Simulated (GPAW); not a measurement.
Here is a GPAW 26.7.0 calculation.

File run.py:

```python
from ase.dft.bandgap import bandgap
from ase.io import read, write
from ase.units import GPa
from gpaw import GPAW, PW

atoms = read('POSCAR')

calc = GPAW(mode=PW(600),
            xc='PBE',
            kpts={'size': (8, 8, 8), 'gamma': True},
            occupations={'name': 'methfessel-paxton', 'order': 0, 'width': 0.027000000000000003},
            nbands=18,
            convergence={'density': 1e-05, 'energy': 1e-05},
            maxiter=150,
            txt='gpaw.txt')
atoms.calc = calc
energy = atoms.get_potential_energy()
forces = atoms.get_forces()
stress = atoms.get_stress()
calc.write('gs.gpw')
write('result.traj', atoms)
print(f'Energy: {energy:.6f} eV')
print('Forces (eV/A):')
print(forces.round(4))
print('Stress (GPa):', (stress / GPa).round(3))
print('Fermi level:', round(calc.get_fermi_level(), 4), 'eV')
print(f'Gap: {bandgap(calc)[0]:.4f} eV, direct: {bandgap(calc, direct=True)[0]:.4f} eV')
```

Contents of POSCAR:

```
InAs
1.0
    0.0000000000      3.0180000000      3.0180000000
    3.0180000000      0.0000000000      3.0180000000
    3.0180000000      3.0180000000      0.0000000000
In As
1 1
Direct
    0.0000000000      0.0000000000      0.0000000000
    0.7500000000      0.7500000000      0.7500000000
```

Potentials or basis: GPAW PAW data sets (gpaw-data 1.2.1), pw.

Run with:

```bash
$ OMP_NUM_THREADS=1 python run.py
```

**Question.** Predict the band gap on the k mesh.

**Answer.** None (metal or under the smearing width).

**Question.** Estimate the pressure.

**Answer.** 4.0 GPa.

Caveat: this crystal is a semiconductor, whose small gap the functional closes, so the metal is an error of the method.

**The experiment to reproduce.**

A printed reference work, data compilation reports, for a bulk crystal of InAs at 4.2 K: band gap 0.418 eV (direct).

A measured gap of InAs is 0.418 eV (direct; 4.2 K; a printed reference work, data compilation); the calculated 0.00 eV misses it by -0.42 eV. Spin-orbit coupling on As, In is left out. The value is that of PBE on a finite k mesh, which can miss the band edges, without temperature or zero-point motion. Semilocal functionals fall short of measured gaps as a rule.
